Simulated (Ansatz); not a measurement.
# Fe (P6_3/mmc) in Ansatz: further runs

Runs on Fe. Level: r2SCAN. Tasks: single point, equation of state.

Everything below comes from runs of Ansatz 0.2.0. Logs are shortened: lines on timing, memory, paths and dates and some standing lists are left out, and cuts for length are marked.

**1. The crystal as given**

The structure is hexagonal, space group P6_3/mmc (No. 194). Conventional cell: a = 2.434 Å, b = 2.434 Å, c = 3.842 Å, α = 90.00°, β = 90.00°, γ = 120.00°. Fe (site symmetry -6m2) has 12 Fe at 2.38 to 2.43 Å as nearest neighbours.

This isn't the form of Fe at room conditions, which is bcc.

**2. Single point, r2SCAN, collinear spin, ferromagnetic start, 9.27 Å³/atom (volume scaled by 0.94)**

Contents of input.yaml:

```yaml
crystal:
  lattice:
    - [2.384466957, 0.0, 0.0]
    - [-1.1922334785, 2.0650089592, 0.0]
    - [0.0, 0.0, 3.7635056374]
  atoms:
    - { symbol: Fe, position: [0.6666666667, 0.3333333333, 0.75], spin: 3.0 }
    - { symbol: Fe, position: [0.3333333333, 0.6666666667, 0.25], spin: 3.0 }
hamiltonian:
  xc: r2scan
  pseudopotentials: { kind: paw }
magnetization:
  spin_polarized: true
kpoints:
  mp_grid: { grid: [12, 12, 7] }
scf:
  occupations: { method: fermi_dirac, width: 0.05 }
output:
  forces: true
  stress: true
  eigenvalues: true
```

Potentials or basis: Ansatz PAW.

The run is started by

```console
$ ansatz run input.yaml --threads 2 --pin off --max-ram 5632MiB --backend cpu --events-out ev --progress --plain --runs-dir out
```

The log of the run:

```text
Warning: RAYON_NUM_THREADS=2 ignored (pool sized by the plan → 2); use --threads N
Engine: ansatz 0.2.0, aarch64-unknown-linux-gnu
Pseudopotentials: kind: paw
Pseudopotential: Fe, paw, valence charge 16, recommended cutoff 500 eV (meta_gga), Fe.paw.azcp
Functional definition: r2SCAN
  parameter k0 = 0.174
  parameter k1 = 0.065
  parameter a1 = 4.9479
  exchange = r2scan_x(k0 = k0, k1 = k1, a1 = a1)
  correlation = r2scan_c
Crystal: 2 atoms, lattice volume = 18.531 Å³
Basis set: ecut = 500 eV, 463 PW (Γ), exchange–correlation on 72×72×120 points (64 copies of the dense FFT grid, shifted against one another)
Bands: 23, of which v1, the nominal top of the filled ones, is band 16 counted from 1 (15 counted from 0)
Symmetry: 24 space group operations
Space group: P63/mmc (ITA 194), of the structure as read, at distance tolerance 2.6e-5 Å
Magnetic group: BNS 194.263 (UNI 1493), of the structure as read, at distance tolerance 2.6e-5 Å
k-points: 76 of 1008
Non-local potential: Fe, projectors of the file, l = 0: 3, l = 1: 2, l = 2: 3, l = 3: 1
PAW form: soft (Blöchl's): semilocal exchange-correlation on the pseudo side does not see the compensation charge
PAW frozen core: Fe, regenerated for the run's functional (the file was generated under x = pbe(κ = 0.804, μ = 0.2195149727645171), c = pbe(β = 0.06672455060314922))
PAW one-centre angular grid: Fe, 590 points (default); XC on 160 Gauss nodes
Initial density: superposition of atomic densities (chi_scale 0.1, normalization cell)
Starting moments: Σ|m| = 6 μB on 2 of 2 sites
Initial wavefunctions: pseudopotential atomic-orbital guess
Functional: x = r2scan, c = r2scan; τ floored in thin density (d = 2e-4 eV/Å³)
SCF iter   1: F=—  HF=-8968.440849 eV  |F-HF|=—  |Δ(HF+E_count)|=         —  Δρ=8.36e-2 (↑7.46e-2 ↓8.36e-2)  dr2=2.68e0  dr2_τ=3.09e-2  dr2_m=1.11e-1  M=5.137 μB ∫|m|=5.223 μB  β_m=1.00  ethr=3.10e-3  ⟨swp⟩=5.1  Hψ=13756  notcnv=0
Mixer restart at iter 1: flushing history
preconditioner: auto → none  [metal: Δε(μ)=0.004 eV  Ē_g=11.325 eV  σ=0.050 eV  W_gap=0.02  n_scr=2 (ndim 8)  ℏωp=34.5 eV  f_vac=0.000  D(μ)=2.22/eV (n_scr^D=34)  sad-step TF]
SCF iter   2: F=—  HF=-8968.328031 eV  |F-HF|=—  |Δ(HF+E_count)|=   1.13e-1  Δρ=4.26e-2 (↑1.26e-2 ↓4.26e-2)  dr2=3.64e-1  dr2_τ=1.48e-2  dr2_m=5.12e-2  M=5.102 μB ∫|m|=5.345 μB  β_m=1.00  ethr=3.10e-3  ⟨swp⟩=3.0  Hψ=6843  notcnv=0  defer=234  κ⁻¹=1.0e0(r=1)
SCF iter   3: F=—  HF=-8969.109938 eV  |F-HF|=—  |Δ(HF+E_count)|=   7.82e-1  Δρ=8.49e-3 (↑8.49e-3 ↓7.57e-3)  dr2=1.67e-2  dr2_τ=4.76e-4  dr2_m=1.78e-4  M=5.086 μB ∫|m|=5.395 μB  β_m=1.00  ethr=1.14e-3  ⟨swp⟩=2.1  Hψ=5159  notcnv=0  defer=234  κ⁻¹=9.9e-2(r=2)
SCF iter   4: F=—  HF=-8969.544397 eV  |F-HF|=—  |Δ(HF+E_count)|=         —  Δρ=1.20e-2 (↑6.14e-3 ↓1.20e-2)  dr2=9.60e-3  dr2_τ=4.67e-4  dr2_m=9.82e-3  M=4.990 μB ∫|m|=5.281 μB  β_m=1.00  ethr=5.23e-5  ⟨swp⟩=2.8  Hψ=6614  notcnv=0  defer=237
Mixer restart at iter 4: flushing history
SCF iter   5: F=—  HF=-8969.807533 eV  |F-HF|=—  |Δ(HF+E_count)|=   2.63e-1  Δρ=6.11e-3 (↑4.00e-3 ↓6.11e-3)  dr2=9.12e-3  dr2_τ=1.95e-4  dr2_m=3.55e-4  M=4.983 μB ∫|m|=5.263 μB  β_m=1.00  ethr=3.00e-5  ⟨swp⟩=2.5  Hψ=6832  notcnv=0  defer=237  κ⁻¹=1.0e0(r=1)
SCF iter   6: F=—  HF=-8969.973093 eV  |F-HF|=—  |Δ(HF+E_count)|=   1.66e-1  Δρ=4.70e-3 (↑3.24e-3 ↓4.70e-3)  dr2=6.80e-3  dr2_τ=1.18e-4  dr2_m=1.23e-4  M=4.978 μB ∫|m|=5.251 μB  β_m=1.00  ethr=2.85e-5  ⟨swp⟩=2.7  Hψ=6110  notcnv=0  defer=237  κ⁻¹=5.1e-2(r=2)
SCF iter   7: F=—  HF=-8970.157770 eV  |F-HF|=—  |Δ(HF+E_count)|=   1.85e-1  Δρ=2.39e-3 (↑2.01e-3 ↓2.39e-3)  dr2=2.53e-3  dr2_τ=2.60e-5  dr2_m=2.20e-5  M=4.963 μB ∫|m|=5.227 μB  β_m=1.00  ethr=2.13e-5  ⟨swp⟩=2.9  Hψ=7665  notcnv=0  defer=240  κ⁻¹=7.9e-3(r=3)
SCF iter   8: F=—  HF=-8970.166665 eV  |F-HF|=—  |Δ(HF+E_count)|=   8.89e-3  Δρ=4.35e-4 (↑2.80e-4 ↓4.35e-4)  dr2=2.11e-5  dr2_τ=1.41e-6  dr2_m=8.18e-6  M=4.953 μB ∫|m|=5.218 μB  β_m=1.00  ethr=7.91e-6  ⟨swp⟩=2.1  Hψ=6292  notcnv=0  defer=240  κ⁻¹=1.7e-3(r=4)
SCF iter   9: F=—  HF=-8970.166711 eV  |F-HF|=—  |Δ(HF+E_count)|=   4.63e-5  Δρ=1.99e-4 (↑1.99e-4 ↓1.43e-4)  dr2=2.70e-6  dr2_τ=8.72e-8  dr2_m=1.97e-6  M=4.954 μB ∫|m|=5.218 μB  β_m=1.00  ethr=6.61e-8  ⟨swp⟩=2.0  Hψ=6013  notcnv=0  defer=240  κ⁻¹=7.9e-4(r=5)
SCF iter  10: F=—  HF=-8970.166673 eV  |F-HF|=—  |Δ(HF+E_count)|=   3.87e-5  Δρ=9.71e-5 (↑8.09e-5 ↓9.71e-5)  dr2=9.79e-7  dr2_τ=2.03e-8  dr2_m=3.60e-7  M=4.954 μB ∫|m|=5.217 μB  β_m=1.00  ethr=8.44e-9  ⟨swp⟩=2.0  Hψ=6016  notcnv=0  defer=240  κ⁻¹=5.5e-5(r=6)
SCF iter  11: F=—  HF=-8970.166763 eV  |F-HF|=—  |Δ(HF+E_count)|=   8.98e-5  Δρ=4.43e-5 (↑4.42e-5 ↓4.43e-5)  dr2=2.00e-7  dr2_τ=5.19e-9  dr2_m=6.34e-8  M=4.953 μB ∫|m|=5.216 μB  β_m=1.00  ethr=3.06e-9  ⟨swp⟩=2.6  Hψ=6369  notcnv=0  defer=240  κ⁻¹=6.0e-6(r=7)
SCF iter  12: F=—  HF=-8970.166782 eV  |F-HF|=—  |Δ(HF+E_count)|=   1.92e-5  Δρ=1.61e-5 (↑1.56e-5 ↓1.61e-5)  dr2=3.63e-8  dr2_τ=7.17e-10  dr2_m=5.70e-9  M=4.953 μB ∫|m|=5.215 μB  β_m=1.00  ethr=6.24e-10  ⟨swp⟩=2.6  Hψ=6562  notcnv=0  defer=240  κ⁻¹=8.0e-7(r=8)
SCF iter  13: F=—  HF=-8970.166782 eV  |F-HF|=—  |Δ(HF+E_count)|=   4.75e-7  Δρ=9.47e-6 (↑8.14e-6 ↓9.47e-6)  dr2=9.72e-9  dr2_τ=2.60e-10  dr2_m=2.38e-9  M=4.953 μB ∫|m|=5.215 μB  β_m=1.00  ethr=1.13e-10  ⟨swp⟩=2.1  Hψ=6025  notcnv=0  defer=240  κ⁻¹=1.9e-6(r=8)
SCF iter  14: F=—  HF=-8970.166782 eV  |F-HF|=—  |Δ(HF+E_count)|=   1.10e-7  Δρ=4.91e-6 (↑4.91e-6 ↓4.66e-6)  dr2=5.96e-9  dr2_τ=8.56e-11  dr2_m=4.19e-10  M=4.952 μB ∫|m|=5.215 μB  β_m=1.00  ethr=3.04e-11  ⟨swp⟩=2.0  Hψ=5941  notcnv=0  defer=240  κ⁻¹=4.9e-7(r=8)
SCF iter  15: F=-8970.166782 eV  HF=-8970.166782 eV  |F-HF|=2.43e-9  |Δ(HF+E_count)|=   2.30e-7  Δρ=3.81e-6 (↑2.80e-6 ↓3.81e-6)  dr2=5.06e-9  dr2_τ=1.38e-11  dr2_m=9.05e-11  M=4.953 μB ∫|m|=5.215 μB  ethr=1.86e-11  ⟨swp⟩=5.3  Hψ=13780  notcnv=0
SCF 1 converged in 15 iterations: F = -8970.166782 eV  dr2 = 5.06e-9
the search or the solves at the SCF's close seem to have found levels that the self-consistency loop had missed (the run counts 1). By its estimate they hold under 1e-12 electrons; where the run keeps them, the occupations were computed again with them
this state was not tested for a lower state beside it, because the mixer in use, unlike msr1, does not test its closes by its own steps (another_mixer; see scf.mixing.algorithm and scf.lower_state_search)
SCF converged after 15 iterations
Magnetization: 4.9525 μB (18.4763 up, 13.5237 down)
Absolute magnetization: 5.2165 μB (∫|ρ↑−ρ↓|, with the PAW one-centre terms)
Spin contamination: 0.1049 ħ² per cell (⟨S²⟩ above its minimum at these occupations)
Per-site moments (μB) at R_I (Å): [(2.519011003638222, 0.9617728516411974), (2.5190110036382225, 0.9617728516411974)]
Free energy (F): -8970.166782 eV
Harris-Foulkes:  -8970.166782 eV  (|F-HF|=2.43e-9)
Internal energy: -8970.151666 eV  (E = F + TS)
E sigma→0 (E₀):  -8970.159224 eV
Entropy (-TS):   -0.015116 eV (-7.558 meV/atom)
Fermi energy:    23.711020 eV
--- Per-component energies (eV) ---
  E_band       = -309.928370
  E_kinetic    = 716.351861
  E_local      = -3637.937684  (includes V_loc(G=0)·N_el)
  E_nonlocal   = 445.610953
  E_hartree    = 1565.358349
  E_xc         = -231.144009
  E_vxc        = -343.426304  (∫ρ·V_xc dr)
  E_paw        = -2759.682856  (= ΣΔE_a)
  E_vpaw       = -646.027721  (= ΣTr[D̂ρ^β])
  E_aug_tail   = 0.000559  (compensation charges beyond the density's cutoff)
  E_vtau       = 24.777841  (kinetic-family band-sum trace: ∫τ·v_τ [+ j·A + Jᵃ·Aᵃ] dr)
  E_ewald      = -5068.129890
  E_core_change = -0.578950  (= ΣΔE_core)
  E_smearing   = -0.015116  (= −TS)
  E_closure    = -0.000000  (closes the sum)
  Σ components = -8970.166782   (vs F -8970.166782, Δ=0.00e0)
--- Forces (eV/Å), atoms counted from 1 ---
  atom   1  Fe     0.00000000     0.00000000     0.00000000
  atom   2  Fe    -0.00000000    -0.00000000    -0.00000000
  max |Σ_I F_I| component: 2.31e-17 eV/Å
--- Stress (GPa, compression-positive) ---
       72.100741       0.000000      -0.000000
        0.000000      72.100741       0.000000
       -0.000000       0.000000     103.763428
  P = ⅓ Tr σ = 82.6550 GPa (826.550 kbar)
--- Band table (eV; the first three rows and the last of 152) ---
  k-point 0 ↑: bands = ["-68.4748", "-68.2783", "-33.4647", "-32.8876", "-32.8876", "-32.7567", "-32.7567", "-32.5722", "13.4946", "17.0895", "20.3047", "20.3047", "20.6622", "20.8283", "20.8283", "21.2177", "21.2177", "23.0013", "23.0013", "24.0173", "32.9052", "46.2720", "50.1799"]
  k-point 1 ↑: bands = ["-68.4651", "-68.2881", "-33.4220", "-32.8812", "-32.8812", "-32.7632", "-32.7632", "-32.6179", "13.7510", "17.1070", "20.2065", "20.2065", "20.5752", "20.7297", "20.7297", "21.4366", "21.4366", "22.9955", "22.9955", "23.1570", "34.1381", "46.1120", "49.6278"]
  k-point 2 ↑: bands = ["-68.4379", "-68.3154", "-33.3015", "-32.8631", "-32.8631", "-32.7814", "-32.7814", "-32.7452", "14.4828", "17.0502", "20.0954", "20.0954", "20.3611", "20.4993", "20.4993", "21.5560", "21.8844", "21.8844", "22.9262", "22.9262", "36.9323", "45.5959", "48.2874"]
  k-point 75 ↓: bands = ["-64.3769", "-64.3769", "-29.5852", "-29.5852", "-29.3926", "-29.3179", "-28.9486", "-28.9486", "20.6518", "20.7244", "21.0850", "21.0850", "22.1297", "22.1297", "24.7579", "25.1988", "26.7510", "26.7510", "32.5193", "32.5193", "33.8394", "35.2035", "37.9961"]
```

It took 9.8 s on 2 threads of Arm Neoverse V1, shared host; peak memory 0.4 GiB.

Results:

```yaml
Free_energy: -8970.1668 eV
Pressure: 82.7 GPa
Band_gap_on_the_k_mesh: none (metal or under the smearing width)
Net_moment: 4.95 μB per cell
Absolute_moment: 5.22 μB per cell
Site_moments: Fe +2.52 μB
```

Caveat: the magnetic or orbital state may not be the lowest; the PAW data sets come from PBE, with cores solved anew for the run's functional, which leaves a small shift of forces and pressure.

**3. Single point, r2SCAN, collinear spin, ferromagnetic start, 9.46 Å³/atom (volume scaled by 0.96)**

Edit input.yaml of step 2 so:

```diff
@@ -2,5 +2,5 @@
   lattice:
-    - [2.384466957, 0.0, 0.0]
-    - [-1.1922334785, 2.0650089592, 0.0]
-    - [0.0, 0.0, 3.7635056374]
+    - [2.4012595311, 0.0, 0.0]
+    - [-1.2006297656, 2.079551755, 0.0]
+    - [0.0, 0.0, 3.7900100715]
   atoms:
```

Potentials or basis: Ansatz PAW.

The run is started by

```console
$ ansatz run input.yaml --threads 2 --pin off --max-ram 5632MiB --backend cpu --events-out ev --progress --plain --runs-dir out
```

Wall time 9 s (2 threads of Arm Neoverse V1, shared host); peak memory 0.39 GiB.

The run converged. Its results:

* Free energy: -8970.3572 eV
* Pressure: 72.3 GPa
* Band gap on the k mesh: none (metal or under the smearing width)
* Net moment: 4.98 μB per cell
* Absolute moment: 5.27 μB per cell
* Site moments: Fe +2.54 μB

Caveat: the magnetic or orbital state may not be the lowest; the PAW data sets come from PBE, with cores solved anew for the run's functional, which leaves a small shift of forces and pressure.

**4. Single point, r2SCAN, collinear spin, ferromagnetic start, 9.66 Å³/atom (volume scaled by 0.98)**

Edit input.yaml of step 3 so:

```diff
@@ -2,5 +2,5 @@
   lattice:
-    - [2.4012595311, 0.0, 0.0]
-    - [-1.2006297656, 2.079551755, 0.0]
-    - [0.0, 0.0, 3.7900100715]
+    - [2.417820465, 0.0, 0.0]
+    - [-1.2089102325, 2.0938939445, 0.0]
+    - [0.0, 0.0, 3.816148898]
   atoms:
```

The run is started by

```console
$ ansatz run input.yaml --threads 2 --pin off --max-ram 5632MiB --backend cpu --events-out ev --progress --plain --runs-dir out
```

Wall time 9.5 s (2 threads of Arm Neoverse V1, shared host); peak memory 0.39 GiB.

It converged, with:

- Free energy: -8970.5239 eV
- Pressure: 63.6 GPa
- Band gap on the k mesh: none (metal or under the smearing width)
- Net moment: 5.05 μB per cell
- Absolute moment: 5.35 μB per cell
- Site moments: Fe +2.58 μB

Caveat: the magnetic or orbital state may not be the lowest; the PAW data sets come from PBE, with cores solved anew for the run's functional, which leaves a small shift of forces and pressure.

**5. Single point, r2SCAN, collinear spin, ferromagnetic start, 9.86 Å³/atom**

Edit input.yaml of step 4 so:

```diff
@@ -2,5 +2,5 @@
   lattice:
-    - [2.417820465, 0.0, 0.0]
-    - [-1.2089102325, 2.0938939445, 0.0]
-    - [0.0, 0.0, 3.816148898]
+    - [2.4341575853, 0.0, 0.0]
+    - [-1.2170787927, 2.1080423057, 0.0]
+    - [0.0, 0.0, 3.84193447]
   atoms:
```

The run is started by

```console
$ ansatz run input.yaml --threads 2 --pin off --max-ram 5632MiB --backend cpu --events-out ev --progress --plain --runs-dir out
```

Wall time 9.3 s (2 threads of Arm Neoverse V1, shared host); peak memory 0.4 GiB.

Results (log left out):

```yaml
Free_energy: -8970.6719 eV
Pressure: 56.6 GPa
Band_gap_on_the_k_mesh: none (metal or under the smearing width)
Net_moment: 5.16 μB per cell
Absolute_moment: 5.47 μB per cell
Site_moments: Fe +2.64 μB
```

Caveat: the magnetic or orbital state may not be the lowest; the PAW data sets come from PBE, with cores solved anew for the run's functional, which leaves a small shift of forces and pressure.

**6. Single point, r2SCAN, collinear spin, ferromagnetic start, 10.05 Å³/atom (volume scaled by 1.02)**

Edit input.yaml of step 5 so:

```diff
@@ -2,5 +2,5 @@
   lattice:
-    - [2.4341575853, 0.0, 0.0]
-    - [-1.2170787927, 2.1080423057, 0.0]
-    - [0.0, 0.0, 3.84193447]
+    - [2.450278304, 0.0, 0.0]
+    - [-1.2251391521, 2.1220032576, 0.0]
+    - [0.0, 0.0, 3.8673784861]
   atoms:
@@ -21 +21,5 @@
   eigenvalues: true
+  write_density: true
+  write_potential: true
+  elf: true
+  volumetric_format: npy
```

Potentials or basis: Ansatz PAW.

The run is started by

```console
$ ansatz run input.yaml --threads 2 --pin off --max-ram 5632MiB --backend cpu --events-out ev --progress --plain --runs-dir out
```

Wall time 10 s (2 threads of Arm Neoverse V1, shared host); peak memory 0.4 GiB.

The run converged. Its results:

- Free energy: -8970.8025 eV
- Pressure: 49.6 GPa
- Band gap on the k mesh: none (metal or under the smearing width)
- Net moment: 5.23 μB per cell
- Absolute moment: 5.55 μB per cell
- Site moments: Fe +2.68 μB

Caveat: the magnetic or orbital state may not be the lowest; the PAW data sets come from PBE, with cores solved anew for the run's functional, which leaves a small shift of forces and pressure.

**7. Single point, r2SCAN, collinear spin, ferromagnetic start, 10.25 Å³/atom (volume scaled by 1.04)**

Edit input.yaml of step 6 so:

```diff
@@ -2,5 +2,5 @@
   lattice:
-    - [2.450278304, 0.0, 0.0]
-    - [-1.2251391521, 2.1220032576, 0.0]
-    - [0.0, 0.0, 3.8673784861]
+    - [2.4661896479, 0.0, 0.0]
+    - [-1.233094824, 2.1357828857, 0.0]
+    - [0.0, 0.0, 3.8924920371]
   atoms:
```

The run is started by

```console
$ ansatz run input.yaml --threads 2 --pin off --max-ram 5632MiB --backend cpu --events-out ev --progress --plain --runs-dir out
```

Run time: 10 s. Hardware: 2 threads of Arm Neoverse V1, shared host; peak memory 0.4 GiB.

Results (log left out):

```
Free energy            : -8970.9163 eV
Pressure               : 42.9 GPa
Band gap on the k mesh : none (metal or under the smearing width)
Net moment             : 5.28 μB per cell
Absolute moment        : 5.62 μB per cell
Site moments           : Fe +2.71 μB
```

Caveat: the magnetic or orbital state may not be the lowest; the PAW data sets come from PBE, with cores solved anew for the run's functional, which leaves a small shift of forces and pressure.

**8. Single point, r2SCAN, collinear spin, ferromagnetic start, 10.45 Å³/atom (volume scaled by 1.06)**

Edit input.yaml of step 7 so:

```diff
@@ -2,5 +2,5 @@
   lattice:
-    - [2.4661896479, 0.0, 0.0]
-    - [-1.233094824, 2.1357828857, 0.0]
-    - [0.0, 0.0, 3.8924920371]
+    - [2.4818982858, 0.0, 0.0]
+    - [-1.2409491429, 2.1493869651, 0.0]
+    - [0.0, 0.0, 3.9172856485]
   atoms:
```

The run is started by

```console
$ ansatz run input.yaml --threads 2 --pin off --max-ram 5632MiB --backend cpu --events-out ev --progress --plain --runs-dir out
```

It took 11 s on 2 threads of Arm Neoverse V1, shared host; peak memory 0.41 GiB.

It converged, with:

```yaml
Free_energy: -8971.0140 eV
Pressure: 36.6 GPa
Band_gap_on_the_k_mesh: none (metal or under the smearing width)
Net_moment: 5.32 μB per cell
Absolute_moment: 5.68 μB per cell
Site_moments: Fe +2.73 μB
```

Caveat: the magnetic or orbital state may not be the lowest; the PAW data sets come from PBE, with cores solved anew for the run's functional, which leaves a small shift of forces and pressure.

**9. Equation of state, r2SCAN, collinear spin, ferromagnetic start**

Potentials or basis: Ansatz PAW.

No new run: the results of the series are fitted here.

Results:

```
Equilibrium volume : outside the volumes run
```

Energy against volume, from the lowest point:
```tsv
volume (Å³/atom)	energy (meV/atom)
9.266	423.63
9.463	328.40
9.660	245.06
9.857	171.10
10.054	105.77
10.251	48.88
10.448	0.00
```

Caveat: the magnetic or orbital state may not be the lowest; the PAW data sets were made with another functional, which shifts forces and pressure a little.
